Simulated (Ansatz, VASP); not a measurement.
# One calculation of V2Si, two programs

```
V Si
1.0
     0.00000    2.84149    2.84149
     2.84149    0.00000    2.84149
     2.84149    2.84149    0.00000
V Si
2 1
Direct
  0.25000 0.25000 0.25000
  0.75000 0.75000 0.75000
  0.00000 0.00000 0.00000
```

Change from the starting cell: species swapped into the PIr2 type (Fm-3m, No. 225).

Alike in both runs: functional PBE; k mesh 6 × 6 × 6; occupations gaussian, width 0.1 eV; collinear spin.

Ansatz relaxed the structure, and its values are those at the end. VASP's run is a single point on that final structure, the one shown.

```csv
,VASP,Ansatz
version,VASP 6.6.1,Ansatz 0.2.0
potentials or method,"VASP PAW PBE potentials, release 64 (V_sv, Si)","scalar-relativistic, plane waves, PAW"
plane-wave cutoff (eV),520,420
valence electrons in the cell,30,30
```

|  | VASP | Ansatz | Ansatz less VASP |
| --- | --- | --- | --- |
| gap on the k mesh at the Fermi level (eV) | none | none | - |
| pressure (GPa) | 0.5 | 0.3 | -0.22 |
| net moment per atom (μB) | 0.12 | 0.12 | -0.003 |
| size of the moment on the site where the two differ most (μB) | 0.16 | 0.15 | -0.017 |

Site moments also hang on the region over which each program counts them. A gap of «none» marks a metal or a gap that the smearing closes. The functional is the same, so the differences come from potentials, cutoffs and numerics. Ansatz warned: «seeded_moment_not_kept».
